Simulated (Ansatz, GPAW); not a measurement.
This is a calculation of ZnSe (Stilleite) for GPAW 26.7.0 (ASE script). 

File run.py:

```python
from ase.dft.bandgap import bandgap
from ase.io import read, write
from ase.units import GPa
from gpaw import GPAW, PW

atoms = read('POSCAR')

calc = GPAW(mode=PW(600),
            xc='PBE',
            kpts={'size': (8, 8, 8), 'gamma': True},
            occupations={'name': 'methfessel-paxton', 'order': 0, 'width': 0.020999999999999998},
            nbands=18,
            convergence={'density': 1e-05, 'energy': 1e-05},
            maxiter=150,
            txt='gpaw.txt')
atoms.calc = calc
energy = atoms.get_potential_energy()
forces = atoms.get_forces()
stress = atoms.get_stress()
calc.write('gs.gpw')
write('result.traj', atoms)
print(f'Energy: {energy:.6f} eV')
print('Forces (eV/A):')
print(forces.round(4))
print('Stress (GPa):', (stress / GPa).round(3))
print('Fermi level:', round(calc.get_fermi_level(), 4), 'eV')
print(f'Gap: {bandgap(calc)[0]:.4f} eV, direct: {bandgap(calc, direct=True)[0]:.4f} eV')
```

The input POSCAR:

```
ZnSe
1.0
    0.0000000000      2.8338000000      2.8338000000
    2.8338000000      0.0000000000      2.8338000000
    2.8338000000      2.8338000000      0.0000000000
Se Zn
1 1
Direct
    0.7500000000      0.7500000000      0.7500000000
    0.0000000000      0.0000000000      0.0000000000
```

Potentials or basis: GPAW PAW data sets (gpaw-data 1.2.1), pw.

Launch:

```sh
$ OMP_NUM_THREADS=1 python run.py
```

Problem. Translate it to Ansatz 0.2.0. Potentials or basis there: all-electron LAPW, scalar-relativistic.

Solution. As run (cutoffs and basis follow the program's own potentials, and thresholds, step limits or extra output files can differ):

Contents of input.yaml:

```yaml
crystal:
  lattice:
    - [0.0, 2.8338, 2.8338]
    - [2.8338, 0.0, 2.8338]
    - [2.8338, 2.8338, 0.0]
  atoms:
    - { symbol: Se, position: [0.75, 0.75, 0.75] }
    - { symbol: Zn, position: [0.0, 0.0, 0.0] }
kpoints:
  mp_grid: { grid: [8, 8, 8] }
scf:
  occupations: { method: gaussian, width: 0.021 }
hamiltonian:
  xc: pbe
  pseudopotentials: { kind: all_electron, lapw: { basis_error: 0.001 } }
output:
  forces: true
  stress: true
  eigenvalues: true
```

Potentials or basis: all-electron LAPW, scalar-relativistic.

The run is started by

```sh
$ ansatz run input.yaml --threads 1 --pin off --max-ram 3072MiB --backend cpu --events-out ev --progress --plain --runs-dir out
```

Both were run:

|  | GPAW | Ansatz |
| --- | --- | --- |
| Pressure | 2.1 GPa | 2.1 GPa |

Where Ansatz's input types no cutoff or centring, it takes its own default and a Γ-centred mesh.

Pressure is positive in compression.
